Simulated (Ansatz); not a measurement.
Here is the system:

ZnTe (zinc blende)

```
CELL_PARAMETERS angstrom
      0.00000     3.03291     3.03291
      3.03291     0.00000     3.03291
      3.03291     3.03291     0.00000
ATOMIC_POSITIONS crystal
  Te 0.75000 0.75000 0.75000
  Zn 0.00000 0.00000 0.00000
```

E(V) scan at fixed shape, V₀ the volume above. Symmetry pins the atoms to their sites.

Method: PBEsol (plane waves to 420 eV, PAW, scalar-relativistic; Ansatz, an electronic-structure program). k mesh 9×9×9 (Γ-centred), Fermi-Dirac smearing 0.05 eV. The energy includes the smearing's −TS. Compression counts positive. Spin-orbit coupling is left out, though Te is heavy. The PAW data are Ansatz's earlier set. ZnTe was relaxed with its symmetry unable to fall. The zero of ΔE is the relaxed starting cell.

The scan covers V/V₀ from 0.840 to 1.160 in 13 points.

### Question
What is ΔE at V/V₀ = 1.160?

### Answer
84.6 meV/atom.

### Question
What is ΔE at V/V₀ = 0.840?

### Answer
155.9 meV/atom.

### Question
What pressure does the cell carry at V/V₀ = 0.840?

### Answer
13.2 GPa.

(A scan under strain: stresses follow from slopes of the energy per volume, elastic moduli from its curvatures.)
